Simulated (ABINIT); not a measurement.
Zr:

```xyz
2
Lattice="3.2320 0.0000 0.0000 -1.6160 2.7990 0.0000 0.0000 0.0000 5.1470" Properties=species:S:1:pos:R:3 pbc="T T T"
Zr    1.6160    0.9330    3.8603
Zr    0.0000    1.8660    1.2868
```

Base run:

- Program: ABINIT 10.8.3 (patched build)
- Functional: LDA
- Potentials or basis: JTH PAW PBE v2.0
- Cutoff: 544 eV
- k mesh: 9 × 9 × 5
- Occupations: fermi-dirac, width 0.05 eV
- Spin: no spin polarisation

Its results: band gap on the k mesh none (metal or under the smearing width); pressure -6.2 GPa.

The run is repeated on the same cell with these changes: functional from LDA to SCAN. What comes out?

Band gap on the k mesh none (metal or under the smearing width); pressure 0.0 GPa.

Caveats: the PAW data sets were made with another functional, which shifts forces and pressure a little.
